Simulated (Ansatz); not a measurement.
Seebeck coefficient (μV/K, mean over directions) of p-type LaAlO$_{3}$ (Pm-3m) against carrier density, Ansatz (a quantum-chemistry and plane-wave program) with PBEsol with spin-orbit coupling, rigid bands. Computed gap 3.44 eV; densities at which minority carriers matter at this gap, or further valleys turn the trend, are left out. Conductivity mass 1.57 mₑ (harmonic mean over directions), N_v = 4.5e20 cm⁻³ at 300 K.

| hole density | 300 K | 500 K |
|---|---|---|
| 1e16 cm⁻³ | 1149 | 1211 |
| 1e17 cm⁻³ | 951 | 1013 |
| 1e18 cm⁻³ | [?] | 814 |
| 3e18 cm⁻³ | 658 | 719 |
| 1e19 cm⁻³ | 554 | 616 |
| 3e19 cm⁻³ | 459 | 521 |
| 1e20 cm⁻³ | 356 | 418 |
| 3e20 cm⁻³ | [?] | 324 |
| 1e21 cm⁻³ | [?] | 225 |

Problem. Complete the blanks.

Solution. 
- 1e18 cm⁻³, 300 K: 752
- 3e20 cm⁻³, 300 K: 264
- 1e21 cm⁻³, 300 K: 167

Rigid bands with a gap fixed in temperature, one relaxation time for all states, no polarons or phonon drag, and whether or not such doping can be reached.

LaAlO3 (Pm-3m): a high-temperature phase held by its symmetry.
